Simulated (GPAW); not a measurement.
# How CdTe absorbs and reflects light

Wanted: where CdTe starts to absorb, how strongly, and its refractive index. The cell comes from an older database entry, whose edges can differ from later determinations, mostly by under a per cent.

Main program and level: GPAW 26.7.0; DFT, PBE, plane-wave PAW (GPAW data sets), scalar-relativistic, RPA, optical limit.

The database entry behind the starting cell differs from later determinations by our own check (an axis about 1.1 % short against later determinations), so it need not match the best structure at ambient conditions.

**1. Starting point**

The structure is cubic, space group F-43m (No. 216). The conventional cell has a = 6.410 Å, b = 6.410 Å, c = 6.410 Å, α = 90.00°, β = 90.00°, γ = 90.00°. Te has 4 Cd at 2.78 Å nearest. Nearest to Cd lie 4 Te at 2.78 Å. Farther neighbours and most contacts between anions are not listed.

**2. Ground state**

The self-consistent density comes first; it also tells whether there is a gap, which decides the occupations and the need for a Drude term.

This step: DFT, PBE, plane-wave PAW (GPAW data sets), scalar-relativistic, ground state (GPAW 26.7.0).

Contents of gs.py:

```python
from ase import Atoms
from ase.dft.bandgap import bandgap
from gpaw import GPAW, PW, FermiDirac

atoms = Atoms(['Te', 'Cd'],
              cell=[[0.000000000000, 3.205000000000, 3.205000000000],
                    [3.205000000000, 0.000000000000, 3.205000000000],
                    [3.205000000000, 3.205000000000, 0.000000000000]],
              scaled_positions=[[0.750000000000, 0.750000000000, 0.750000000000],
                                [0.000000000000, 0.000000000000, 0.000000000000]],
              pbc=[True, True, True])
atoms.calc = GPAW(mode=PW(550), xc='PBE', kpts={'size': (7, 7, 7), 'gamma': True},
                  occupations=FermiDirac(0.05), maxiter=150, txt='gs.txt')
print('energy (eV)', atoms.get_potential_energy())
print('Fermi level (eV)', atoms.calc.get_fermi_level())
print('valence electrons', atoms.calc.get_number_of_electrons())
print('gap (eV)', bandgap(atoms.calc, output=None)[0])
print('direct gap (eV)', bandgap(atoms.calc, direct=True, output=None)[0])
atoms.calc.write('gs.gpw')
```

Command:

```sh
OMP_NUM_THREADS=1 python gs.py
```

Numbers of over 12 decimals in the logs are rounded to 6 here.

Output:

```text
__  _  _
 | _ |_)|_||  |
 |__||  | ||/\| - 26.7.0

Versions:
  Python: 3.12.14
  ASE:    3.29.0
  Numpy:  2.5.5
  Scipy:  1.18.1
  Libxc:  7.0.0

Input parameters:
  mode=PW(ecut=550.0),
  kpts=MonkhorstPack(size=(7, 7, 7), gamma=True),
  maxiter=150,
  occupations=Occupations(name='fermi-dirac', width=0.05, fixmagmom=False),
  xc=XC(name='PBE')

Diagonalizing LCAO Hamiltonian
Converting LCAO to pw mode

                      Te

       Cd

Atoms  # Å, Bohr magnetons
|   | symbol |        x |        y |        z |    initial magnetic moments |
| 0 |     Te | 4.807500 | 4.807500 | 4.807500 | ( 0.0000,  0.0000,  0.0000) |
| 1 |     Cd | 0.000000 | 0.000000 | 0.000000 | ( 0.0000,  0.0000,  0.0000) |

Unit cell  # Å
| periodic |        x |        y |        z |  lengths |    angles |
|      yes | 0.000000 | 3.205000 | 3.205000 | 4.532554 | 60.000000 |
|      yes | 3.205000 | 0.000000 | 3.205000 | 4.532554 | 60.000000 |
|      yes | 3.205000 | 3.205000 | 0.000000 | 4.532554 | 60.000000 |

Number of symmetries: 24
Symmetry operations  # r_c * U_cc + t_c -> r_c
|    | kind |            matrix            |
|  0 |  E   |  1, 0, 0,  0, 1, 0,  0, 0, 1 |
|  1 |  σ   |  1, 0, 0,  0, 0, 1,  0, 1, 0 |
|  2 |  σ   |  1, 0,-1,  0, 1,-1,  0, 0,-1 |
|  3 |  C3  |  1, 0,-1,  0, 0,-1,  0, 1,-1 |
|  4 |  C3  |  1,-1, 0,  0,-1, 1,  0,-1, 0 |
|  5 |  σ   |  1,-1, 0,  0,-1, 0,  0,-1, 1 |
|  6 |  σ   |  0, 1, 0,  1, 0, 0,  0, 0, 1 |
|  7 |  C3  |  0, 1, 0,  0, 0, 1,  1, 0, 0 |
|  8 |  C2  |  0, 1,-1,  1, 0,-1,  0, 0,-1 |
|  9 |  S4  |  0, 1,-1,  0, 0,-1,  1, 0,-1 |
| 10 |  C3  |  0, 0, 1,  1, 0, 0,  0, 1, 0 |
| 11 |  σ   |  0, 0, 1,  0, 1, 0,  1, 0, 0 |
| 12 |  S4  |  0, 0,-1,  1, 0,-1,  0, 1,-1 |
| 13 |  C3  |  0, 0,-1,  0, 1,-1,  1, 0,-1 |
| 14 |  S4  |  0,-1, 1,  1,-1, 0,  0,-1, 0 |
| 15 |  C2  |  0,-1, 1,  0,-1, 0,  1,-1, 0 |
| 16 |  C3  |  0,-1, 0,  1,-1, 0,  0,-1, 1 |
| 17 |  S4  |  0,-1, 0,  0,-1, 1,  1,-1, 0 |
| 18 |  S4  | -1, 1, 0, -1, 0, 1, -1, 0, 0 |
| 19 |  C3  | -1, 1, 0, -1, 0, 0, -1, 0, 1 |
| 20 |  C3  | -1, 0, 1, -1, 1, 0, -1, 0, 0 |
| 21 |  S4  | -1, 0, 1, -1, 0, 0, -1, 1, 0 |
| 22 |  σ   | -1, 0, 0, -1, 1, 0, -1, 0, 1 |
| 23 |  C2  | -1, 0, 0, -1, 0, 1, -1, 1, 0 |

BZ-sampling:
  Number of BZ points: 343
  Number of IBZ points: 20

  Monkhorst-Pack size: [7, 7, 7]
  Monkhorst-Pack shift: [0, 0, 0]

K-points  # in reciprocal-cell coordinates
|     |                                coordinates |     weight |
|   0 | (  0.00000000,   0.00000000,   0.00000000) | 0.00291545 |
|   1 | (  0.14285714,   0.14285714,   0.00000000) | 0.01749271 |
|   2 | (  0.14285714,   0.14285714,   0.14285714) | 0.02332362 |
|   3 | (  0.28571429,   0.14285714,   0.14285714) | 0.03498542 |
|   4 | (  0.28571429,   0.28571429,   0.00000000) | 0.01749271 |
|   5 | (  0.28571429,   0.28571429,   0.14285714) | 0.06997085 |
|   6 | (  0.28571429,   0.28571429,   0.28571429) | 0.02332362 |
|   7 | (  0.42857143,  -0.28571429,  -0.28571429) | 0.03498542 |
|   8 | (  0.42857143,   0.28571429,  -0.42857143) | 0.13994169 |
|   9 | (  0.42857143,   0.28571429,  -0.28571429) | 0.06997085 |
| ... |                                            |            |
|  19 | (  0.42857143,   0.42857143,   0.42857143) | 0.02332362 |

Plane wave coefficients: 1948
Cutoff: 550.0 eV

Spin-components: 1 (collinear spins)
Bands:           13
Projectors:      11
Spin-degeneracy: 2
Datatype:        complex128

Parallelization:
  kpt:    1
  domain: 1
  band:   1

Density:
  Valence electrons: 18.0
  Components: 1
  Grid points: [25 25 25]
  Charge: 0.0  # |e|

Potential:
  Grid points: [25 25 25]

species:
  Te:
    name:    Tellurium
    id:
    Z:       52.0
    valence: 6
    core:    46
    charge:  0.0  # [|e|]
    compensation charges:
      type: gauss
      rc: 0.36  # [Å]
      lmax: 2
    cutoffs:
      filter: 2.09  # [Å]
      core: 3.17  # [Å]
    projectors
    | kind |    occ | energy [eV] | rcut [Å] |
    |   5s |  2.000 |     -15.089 |    1.180 |
    |   5p |  4.000 |      -5.955 |    1.196 |
    |    s |        |      12.123 |    1.180 |
    |    p |        |      21.256 |    1.196 |
    |    d |        |       0.000 |    1.238 |

    Using partial waves for Te as LCAO basis

  Cd:
    name:    Cadmium
    id:
    Z:       48.0
    valence: 12
    core:    36
    charge:  0.0  # [|e|]
    compensation charges:
      type: gauss
      rc: 0.38  # [Å]
      lmax: 2
    cutoffs:
      filter: 2.12  # [Å]
      core: 2.62  # [Å]
    projectors
    | kind |    occ | energy [eV] | rcut [Å] |
    |   5s |  2.000 |      -5.655 |    1.191 |
    |   5p |  0.000 |      -1.186 |    1.228 |
    |   4d | 10.000 |     -11.739 |    1.164 |
    |    s |        |      21.556 |    1.191 |
    |    p |        |      26.026 |    1.228 |
    |    d |        |      15.473 |    1.164 |

    Using partial waves for Cd as LCAO basis

Reference energy: -336963.801770  # eV

eigensolver:
  PPCG
  Converge bands: occupied
  niter=2

density mixing:
  MSR1-Mixer
  Pratt-step length: 0.05
  Maximum mixing coefficient: 0.75
  Old densities: 10
  SVD Regularization: 0.005
  Good broyden scale: 1.0
  Trust region scale: 1.0
  Backstep threshold: 4.0
  History deletion threshold: 6.0
  Fourier metric: weight=20.0, sigma=0.015

occupation numbers:
  Fermi-Dirac:
    width: 0.0500  # eV

poisson solver:
  ecut: 4400.0  # eV

xc functional:
  name: PBE with 2 nearest neighbor stencil

convergence criteria:
- Maximum [total energy] change in last 3 cyles: 0.0005 eV / valence electron
- Maximum integral of absolute [dens]ity change: 0.0001 electrons / valence electron
- Maximum integral of absolute [eigenst]ate change: 4e-08 eV^2 / valence electron
maximum number of iterations: 150

SCF iterations
|iter     |      energy | eigst |  dens |
|iter:   1||   -5.221568 | -0.34 |       |
|iter:   2||   -5.179142 | -2.30 | -1.25 |
|iter:   3||   -5.013248 | -1.45 | -1.30 |
|iter:   4||   -5.010277 | -2.94 | -1.74 |
|iter:   5||   -5.009853c| -3.54 | -2.18 |
|iter:   6||   -5.009917c| -4.99 | -2.81 |
|iter:   7||   -5.009922c| -6.19 | -3.50 |
|iter:   8||   -5.009922c| -6.97 | -4.15c|
|iter:   9||   -5.009922c| -7.69c| -5.13c|

Converged in 9 steps
SCF loop duration: 7.487 s (0.832 s/step)
Energy contributions relative to reference atoms: (reference = -336963.801770)

Energy contributions:
  Kinetic:          22.194750
  Coulomb:         -20.052680
  Zero:              0.259564
  External:          0.000000
  Xc:               -7.411555
  Entropy:          -0.000002
  Spinorbit:         0.000000
  ----------------------------
  Free energy:      -5.009923
  Extrapolated:     -5.009922

dipole moment: (-16.509095, -16.509095, -16.509095)  # |e|*Ang

Fermi level: 4.554
Eigenvalues  # (at kpt = [0.000, 0.000, 0.000])
| band index |      eig [eV] | occ [0-2] |
|          0 |        -7.269 |     2.000 |
|          1 |        -4.271 |     2.000 |
|          2 |        -4.271 |     2.000 |
|          3 |        -4.271 |     2.000 |
|          4 |        -3.983 |     2.000 |
|          5 |        -3.983 |     2.000 |
|          6 |         4.087 |     2.000 |
|          7 |         4.087 |     2.000 |
|          8 |         4.087 |     2.000 |
|          9 |         4.958 |     0.001 |
|         10 |         8.660 |     0.000 |
|         11 |         8.660 |     0.000 |
|         12 |         8.660 |     0.000 |

Gap: 0.871 eV
Transition (v -> c):
  (s=0, k=0, n=8, [0.00, 0.00, 0.00]) -> (s=0, k=0, n=9, [0.00, 0.00, 0.00])
No difference between direct/indirect transitions

--- standard output ---
energy (eV) -5.009922
Fermi level (eV) 4.553544
valence electrons 18.0
gap (eV) 0.871307
direct gap (eV) 0.871307
```

Run time: 9.1 s. Hardware: 1 thread of Arm Neoverse V1, shared host; peak memory 0.15 GiB.

Read-outs, printed or worked out from the files:

* energy: -5.010 eV
* Fermi energy: 4.554 eV
* gap on the k-mesh: 0.8713 eV
* direct gap on the mesh: 0.8713 eV
* electrons: 18

There is a gap, 0.87 eV on this mesh (points off the mesh can give less), so no carriers' term is needed.

**3. Bands for the response**

At the fixed density, many empty bands are solved on the mesh of the response, since the spectrum sums over them.

This step: DFT, PBE, plane-wave PAW (GPAW data sets), scalar-relativistic, bands at fixed density (GPAW 26.7.0).

Contents of nscf.py:

```python
from ase.dft.bandgap import bandgap
from gpaw import GPAW, FermiDirac

calc = GPAW('gs.gpw').fixed_density(kpts={'size': (10, 10, 10), 'gamma': True}, nbands=52, convergence={'bands': 46},
                                    occupations=FermiDirac(0.001), txt='nscf.txt')
print('gap (eV)', bandgap(calc, output=None)[0])
print('direct gap (eV)', bandgap(calc, direct=True, output=None)[0])
print('top band over the Fermi level (eV)', min(calc.get_eigenvalues(kpt=k)[45] for k in range(len(calc.get_ibz_k_points()))) - calc.get_fermi_level())
calc.write('full.gpw', mode='all')
```

Command:

```sh
OMP_NUM_THREADS=1 python nscf.py
```

Output:

```text
Diagonalizing LCAO Hamiltonian
Converting LCAO to pw mode
convergence criteria:
- Maximum integral of absolute [eigenst]ate change: 4e-08 eV^2 / valence electron
maximum number of iterations: 150

SCF iterations
|iter     |      energy | eigst |  dens |
|iter:   1||             | +3.87 |       |
|iter:   2||             | +2.49 |       |
|iter:   3||             | +1.53 |       |
|iter:   4||             | +0.45 |       |
|iter:   5||             | -0.52 |       |
|iter:   6||             | -1.37 |       |
|iter:   7||             | -2.10 |       |
|iter:   8||             | -2.89 |       |
|iter:   9||             | -3.65 |       |
|iter:  10||             | -4.46 |       |
|iter:  11||             | -5.20 |       |
|iter:  12||             | -6.03 |       |
|iter:  13||             | -6.69 |       |
|iter:  14||             | -7.26 |       |
|iter:  15||             | -7.62c|       |
SCF steps: 15
  __  _  _
 | _ |_)|_||  |
 |__||  | ||/\| - 26.7.0

Versions:
  Python: 3.12.14
  ASE:    3.29.0
  Numpy:  2.5.5
  Scipy:  1.18.1
  Libxc:  7.0.0

Input parameters:
  mode=PW(ecut=550.0),
  convergence={'bands': 46},
  gpts=array([25, 25, 25]),
  kpts=MonkhorstPack(size=(10, 10, 10), gamma=True),
  maxiter=150,
  nbands=52,
  occupations=Occupations(name='fermi-dirac', width=0.001, fixmagmom=False),
  parallel={},
  xc=XC(name='PBE')

--- standard output ---
gap (eV) 0.871307
direct gap (eV) 0.871307
top band over the Fermi level (eV) 32.824722
```

Elapsed: 1.9 min, on 1 thread; peak memory 0.25 GiB.

**4. Dielectric function, RPA**

Local fields let the induced charge screen the field inside the cell, which as a rule lowers ε, most along directions where the density is uneven.

This step: DFT, PBE, plane-wave PAW (GPAW data sets), scalar-relativistic, RPA, optical limit (GPAW 26.7.0).

Contents of df.py:

```python
from gpaw.response.df import DielectricFunction

df = DielectricFunction('full.gpw', frequencies={'type': 'nonlinear', 'domega0': 0.03, 'omega2': 8},
                        ecut=50,
                        eta=0.12,
                        nbands=46,
                        txt='df.txt')
for direction in ['x', 'z']:
    df.get_dielectric_function(xc='RPA', direction=direction, filename=f'df_{direction}.csv')
```

Command:

```sh
OMP_NUM_THREADS=1 python df.py
```

Output:

```text
Using integrator: PointIntegrator
NonLinearFrequencyDescriptor(from 0.000 to 47.253 eV, 458 points)
Nonperiodic BCs:  [False False False]
Using integrator: PointIntegrator
NonLinearFrequencyDescriptor(from 0.000 to 47.253 eV, 458 points)
Nonperiodic BCs:  [False False False]

Calculating chi0 body with:
    Ground state adapter containing:
    Number of spins: 1
    Number of kpoints: 1000
    Number of irreducible kpoints: 47
    Number of completely occupied states: 9
    Number of partially occupied states: 9

    Linear response parametrization:
    q_c: [0.0, 0.0, 0.0]
    Number of frequency points: 458
    Planewave cutoff: 50.0
    Number of bands: 46
    Number of planewaves: 59
    Broadening (eta): 0.12

Integrating chi0 body.

Symmetries of q_c:
    Direct symmetries (Uq -> q): 24
    Indirect symmetries (TUq -> q): 24
In total 48 allowed symmetries.

47 groups of equivalent kpoints. 95.3% reduction.

Integral kind: spectral function

Calculating chi0 optical extensions with:
    Ground state adapter containing:
    Number of spins: 1
    Number of kpoints: 1000
    Number of irreducible kpoints: 47
    Number of completely occupied states: 9
    Number of partially occupied states: 9

    Linear response parametrization:
    Number of frequency points: 458
    Planewave cutoff: 50.0
    Number of bands: 46
    Number of planewaves: 59
    Broadening (eta): 0.12
Integrating chi0 head and wings.

Symmetries of q_c:
    Direct symmetries (Uq -> q): 24
    Indirect symmetries (TUq -> q): 24
In total 48 allowed symmetries.

47 groups of equivalent kpoints. 95.3% reduction.

Integral kind: spectral function wings
```

Elapsed: 13 s, on 1 thread; peak memory 0.31 GiB.

Read-outs, printed or worked out from the files:

```
electronic dielectric constant ε∞, mean over x, y and z (by symmetry where fewer were run) : 8.365
```

The Im ε, E ∥ x or z has structure finer than the step of the table below, so its rows give means over 0.25 eV, whole bins alone (the curve runs from 0 to 14.0 eV). Peaks (eV: height): 0.878: 2.80, 1.662: 3.74, 3.343: 8.35, 4.561: 11.6, 5.918: 6.85.

Sum at mesh points, not converged in k; values under the direct gap are tails of Lorentzian lines. Im ε, E ∥ x or z against photon energy; means over each step:

| photon energy (eV) | Im ε, E ∥ x or z |
| --- | --- |
| 0.25 | 0.108 |
| 0.50 | 0.344 |
| 0.75 | 1.60 |
| 1.00 | 1.65 |
| 1.25 | 0.742 |
| 1.50 | 1.79 |
| 1.75 | 2.74 |
| 2.00 | 2.07 |
| 2.25 | 4.04 |
| 2.50 | 4.77 |
| 2.75 | 6.79 |
| 3.00 | 6.12 |
| 3.25 | 7.42 |
| 3.50 | 6.83 |
| 3.75 | 5.38 |
| 4.00 | 7.22 |
| 4.25 | 9.04 |
| 4.50 | 10.5 |
| 4.75 | 9.64 |
| 5.00 | 9.66 |
| 5.25 | 9.16 |
| 5.50 | 5.26 |
| 5.75 | 5.37 |
| 6.00 | 6.32 |
| 6.25 | 5.23 |
| 6.50 | 5.72 |
| 6.75 | 4.62 |
| 7.00 | 3.46 |
| 7.25 | 3.74 |
| 7.50 | 3.06 |
| 7.75 | 2.84 |
| 8.00 | 1.99 |
| 8.25 | 2.09 |
| 8.50 | 1.84 |
| 8.75 | 1.55 |
| 9.00 | 1.75 |
| 9.25 | 1.41 |
| 9.50 | 1.18 |
| 9.75 | 1.28 |
| 10.00 | 1.10 |
| 10.25 | 1.02 |
| 10.50 | 1.01 |
| 10.75 | 0.955 |
| 11.00 | 0.937 |
| 11.25 | 0.998 |
| 11.50 | 0.885 |
| 11.75 | 0.797 |
| 12.00 | 0.732 |
| 12.25 | 0.756 |
| 12.50 | 0.701 |
| 12.75 | 0.676 |
| 13.00 | 0.704 |
| 13.25 | 0.642 |
| 13.50 | 0.644 |
| 13.75 | 0.660 |

The reflectivity at normal incidence, E ∥ x or z has structure finer than the step of the table below, so its rows give means over 0.25 eV, whole bins alone (the curve runs from 0 to 14.0 eV). Peaks (eV: height): 5.416: 48.5, 6.073: 39.7, 6.820: 46.9, 7.907: 48.1, 8.516: 42.8, 9.218: 40.3, 9.957: 35.5.

Sum at mesh points, not converged in k. Table of reflectivity at normal incidence, E ∥ x or z by photon energy; means over each step:

| photon energy (eV) | reflectivity at normal incidence, E ∥ x or z (%) |
| --- | --- |
| 0.25 | 23.9 |
| 0.50 | 24.7 |
| 0.75 | 26.1 |
| 1.00 | 22.4 |
| 1.25 | 23.8 |
| 1.50 | 26.9 |
| 1.75 | 24.8 |
| 2.00 | 26.7 |
| 2.25 | 28.9 |
| 2.50 | 29.8 |
| 2.75 | 31.0 |
| 3.00 | 28.9 |
| 3.25 | 31.6 |
| 3.50 | 29.1 |
| 3.75 | 26.2 |
| 4.00 | 31.0 |
| 4.25 | 34.3 |
| 4.50 | 37.8 |
| 4.75 | 37.9 |
| 5.00 | 40.3 |
| 5.25 | 45.1 |
| 5.50 | 43.0 |
| 5.75 | 30.0 |
| 6.00 | 38.4 |
| 6.25 | 36.0 |
| 6.50 | 38.6 |
| 6.75 | 45.7 |
| 7.00 | 39.3 |
| 7.25 | 40.8 |
| 7.50 | 41.2 |
| 7.75 | 43.5 |
| 8.00 | 45.3 |
| 8.25 | 36.6 |
| 8.50 | 41.6 |
| 8.75 | 36.0 |
| 9.00 | 34.0 |
| 9.25 | 39.2 |
| 9.50 | 34.8 |
| 9.75 | 29.6 |
| 10.00 | 33.6 |
| 10.25 | 28.4 |
| 10.50 | 26.2 |
| 10.75 | 25.2 |
| 11.00 | 21.3 |
| 11.25 | 22.1 |
| 11.50 | 23.3 |
| 11.75 | 22.7 |
| 12.00 | 19.0 |
| 12.25 | 17.8 |
| 12.50 | 17.7 |
| 12.75 | 14.2 |
| 13.00 | 15.0 |
| 13.25 | 13.5 |
| 13.50 | 12.4 |
| 13.75 | 11.1 |

The loss function −Im 1/ε at q → 0, E ∥ x or z has structure finer than the step of the table below, so its rows give means over 0.5 eV, whole bins alone (the curve runs from 0 to 14.0 eV). Peaks (eV: height): 12.67: 1.57, 13.17: 1.52.

Sum at mesh points, not converged in k; values under the direct gap are tails of Lorentzian lines. The loss function −Im 1/ε at q → 0, E ∥ x or z by energy loss; means over each step:

| energy loss (eV) | loss function −Im 1/ε at q → 0, E ∥ x or z |
| --- | --- |
| 0.5 | 0.00535 |
| 1.0 | 0.0229 |
| 1.5 | 0.0219 |
| 2.0 | 0.0267 |
| 2.5 | 0.0438 |
| 3.0 | 0.0658 |
| 3.5 | 0.0902 |
| 4.0 | 0.0713 |
| 4.5 | 0.0849 |
| 5.0 | 0.102 |
| 5.5 | 0.165 |
| 6.0 | 0.164 |
| 6.5 | 0.169 |
| 7.0 | 0.217 |
| 7.5 | 0.239 |
| 8.0 | 0.304 |
| 8.5 | 0.376 |
| 9.0 | 0.460 |
| 9.5 | 0.607 |
| 10.0 | 0.711 |
| 10.5 | 0.892 |
| 11.0 | 1.01 |
| 11.5 | 1.07 |
| 12.0 | 1.32 |
| 12.5 | 1.43 |
| 13.0 | 1.41 |
| 13.5 | 1.43 |

The Im ε, E ∥ x or z has structure finer than the step of the table below, so its rows give means over 0.5 eV, whole bins alone (the curve runs from 0 to 14.0 eV). Peaks (eV: height): without local fields 0.88: 2.81, 1.66: 3.85, 3.34: 9.38, 4.52: 15.0, 5.82: 9.42; with local fields 0.88: 2.80, 1.66: 3.74, 3.34: 8.35, 4.56: 11.6, 5.92: 6.85.

Sum at mesh points, not converged in k; values under the direct gap are tails of Lorentzian lines. The Im ε, E ∥ x or z by photon energy; means over each step:

| photon energy (eV) | without local fields | with local fields |
| --- | --- | --- |
| 0.5 | 0.457 | 0.449 |
| 1.0 | 1.58 | 1.57 |
| 1.5 | 2.01 | 1.94 |
| 2.0 | 2.66 | 2.49 |
| 2.5 | 5.71 | 5.19 |
| 3.0 | 7.17 | 6.43 |
| 3.5 | 7.56 | 6.76 |
| 4.0 | 9.14 | 7.24 |
| 4.5 | 12.9 | 9.95 |
| 5.0 | 11.7 | 9.65 |
| 5.5 | 7.16 | 5.92 |
| 6.0 | 7.78 | 5.99 |
| 6.5 | 6.17 | 5.46 |
| 7.0 | 4.05 | 3.74 |
| 7.5 | 3.10 | 3.16 |
| 8.0 | 2.07 | 2.16 |
| 8.5 | 1.84 | 1.85 |
| 9.0 | 1.66 | 1.65 |
| 9.5 | 1.22 | 1.22 |
| 10.0 | 1.12 | 1.14 |
| 10.5 | 1.03 | 1.01 |
| 11.0 | 0.970 | 0.956 |
| 11.5 | 0.805 | 0.894 |
| 12.0 | 0.693 | 0.749 |
| 12.5 | 0.670 | 0.698 |
| 13.0 | 0.714 | 0.690 |
| 13.5 | 0.698 | 0.643 |

At chosen wavelengths:

| wavelength (nm) | n | k | R (%) | 1/α |
| --- | --- | --- | --- | --- |
| 1550 | 3.08 | 0.345 | 26.6 | 357 nm |
| 1064 | 2.82 | 0.130 | 22.8 | 652 nm |
| 633 | 3.04 | 0.278 | 25.9 | 181 nm |
| 405 | 2.90 | 1.038 | 28.8 | 31 nm |
| 365 | 2.73 | 1.460 | 31.9 | 20 nm |
| 308 | 2.99 | 1.228 | 31.4 | 20 nm |
| 193 | 1.56 | 1.785 | 35.9 | 8.6 nm |

Below the direct gap, k and the depth come from the tails of the Lorentzian lines, not from transitions.

Rows near the edge hang on the gap, which this functional as a rule makes too small, and phonon-assisted absorption is left out.

**5. Summary of results**

* electronic dielectric constant ε∞, mean over x, y and z (by symmetry where fewer were run) (RPA): 8.37

In words: At this level (PBE, RPA) CdTe has ε∞ = 8.37 and n = 3.08 at 1550 nm. On the mesh the gap is 0.87 eV and the least direct gap 0.87 eV. Local fields change the static value along x from 9.31 to 8.37 (-10 %). Excitons and phonon-assisted transitions are missing; PBE gaps are as a rule too small, which pulls the onset down and ε∞ up. Spin-orbit coupling is left out although heavy atoms are present. In this version of GPAW the matrix elements of the optical limit are incomplete, which can lower ε − 1 by up to a tenth where first-row anions or d states rule, and shift it by more in d metals. The sum runs over mesh points 0.17 Å⁻¹ apart with no interpolation, so peaks are partly noise of the mesh; over so small a direct gap single mesh points weigh heavily, so ε∞, n and their changes from run to run can be far off.

[Machine, clock and banner lines and Python warnings are left out of the logs.]

[Logs are printed without paths, hosts, clocks, repeated set-up lines and the standing remarks that a program may print on its own settings, such as how far it seeks lower states.]

[Hosts, paths, dates, database ids (printed as entryN), source tags and the programs' standing remarks are cut or masked in the printed files.]
